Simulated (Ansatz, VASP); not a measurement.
Given: the input of a run of Ansatz 0.2.0 on PtS2.

File input.yaml:

```yaml
crystal:
  lattice:
    - [3.5432, 0.0, 0.0]
    - [-1.7716, 3.0685012107, 0.0]
    - [0.0, 0.0, 5.0388]
  atoms:
    - { symbol: Pt, position: [0.0, 0.0, 0.0] }
    - { symbol: S, position: [0.6666666667, 0.3333333333, 0.773] }
    - { symbol: S, position: [0.3333333333, 0.6666666667, 0.227] }
hamiltonian:
  xc: lda
  pseudopotentials: { kind: paw }
kpoints:
  mp_grid: { grid: [9, 9, 5] }
scf:
  occupations: { method: fixed }
output:
  eigenvalues: true
dielectric:
  method: response
```

Potentials or basis: Ansatz PAW.

Command:

```bash
$ ansatz run input.yaml --threads 2 --pin off --max-ram 5632MiB --backend cpu --events-out ev --progress --plain --runs-dir out
```

**Question.** Translate it to VASP 6.6.1. Potentials there: VASP PAW LDA potentials, release 64 (Pt, S).

**Answer.** As run (the cutoff follows the program's own potentials):

Contents of INCAR:

```
SYSTEM = PtS2
ALGO     = Normal         ! electronic algorithm
EDIFF    = 1E-8           ! SCF threshold, eV
ENCUT    = 520            ! plane-wave cutoff, eV
GGA      = CA             ! functional
IBRION   = 8              ! ionic algorithm
ISIF     = 2              ! what is computed and relaxed
ISMEAR   = -1             ! smearing method
LASPH    = .TRUE.         ! aspherical terms in the spheres
LCHARG   = .FALSE.        ! write CHGCAR
LEPSILON = .TRUE.         ! dielectric tensor by DFPT
LREAL    = .FALSE.        ! projectors in reciprocal space
LWAVE    = .FALSE.        ! write WAVECAR
NELM     = 80             ! most SCF steps
PREC     = Accurate       ! precision mode
SIGMA    = 0.05           ! smearing width, eV
```

KPOINTS

```
k-points
0
G
  9 9 5
  0 0 0
```

Contents of POSCAR:

```
PtS2
1.0
    3.5432000000      0.0000000000      0.0000000000
   -1.7716000000      3.0685012107      0.0000000000
    0.0000000000      0.0000000000      5.0388000000
Pt S
1 2
Direct
    0.0000000000      0.0000000000      0.0000000000
    0.6666666667      0.3333333333      0.7730000000
    0.3333333333      0.6666666667      0.2270000000
```

Potentials or basis: VASP PAW LDA potentials, release 64 (Pt, S).

Run with:

```console
$ cat potpaw_LDA.64/Pt/POTCAR potpaw_LDA.64/S/POTCAR > POTCAR
$ mpirun -np 1 vasp_std > vasp.out
```

Both were run:

|  | VASP | Ansatz | Ansatz less VASP |
| --- | --- | --- | --- |
| gap on the k mesh at the Fermi level (eV) | 0.91 | 0.90 | -0.010 |
| least direct gap on the mesh (eV) | 0.96 | 0.95 | -0.008 |
| mean electronic dielectric constant | 16.56 | 16.59 | +0.029 |
| mean Born charge of the atom that differs most (e) | 1.69 | 1.67 | -0.024 |

The two sets of potentials don't hold the same shells in valence.

Caveats: spin-orbit coupling is left out, which moves the levels of the heavy elements; an odd mesh through Γ misses points on the zone boundary, where band edges often lie (VASP); odd divisions of the mesh miss points on the zone boundary, where band edges often lie, so the gap on the mesh can be too wide (Ansatz). A hybrid or GW would open this gap; LDA tends to underestimate it.
